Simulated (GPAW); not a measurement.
SnSe:

```
Sn Se
1.0
     0.00000    3.01000    3.01000
     3.01000    0.00000    3.01000
     3.01000    3.01000    0.00000
Sn Se
1 1
Cartesian
  0.0000 0.0000 0.0000
  3.0100 3.0100 3.0100
```

Measurements of this composition are mostly on another form, of space group No. 62.

* Program: GPAW 26.7.0
* Task: relaxation of cell and atoms
* Functional: BLYP
* Potentials or basis: PAW data sets generated in the run's folder for this functional
* Cutoff: 600 eV
* Basis: pw
* k mesh: 8 × 8 × 8
* Occupations: fermi-dirac, width 0.05 eV
* Spin: no spin polarisation

At the start: pressure 4.7 GPa; volume 27.27 Å³/atom.

Where does the relaxation end?

Over 4 steps the energy falls by 36.2 meV/atom and the volume is 29.95 Å³/atom (+9.8 %); space group Fm-3m (No. 225, to 0.05 Å).

The path:
```tsv
step	energy change (eV)	largest force (eV/Å)	pressure (GPa)	volume (Å³)
1	0.0000	0.0000	4.68	54.54
2	-0.0246	0.0000	3.69	55.48
3	-0.0720	0.0000	0.34	59.45
4	-0.0725	0.0000	0.03	59.91
```

Final structure:
```
Sn Se
1.0
     0.00000    3.10559    3.10559
     3.10559    0.00000    3.10559
     3.10559    3.10559    0.00000
Sn Se
1 1
Direct
  0.00000 0.00000 0.00000
  0.50000 0.50000 0.50000
```

Caveat: later steps reuse the first step's grids.
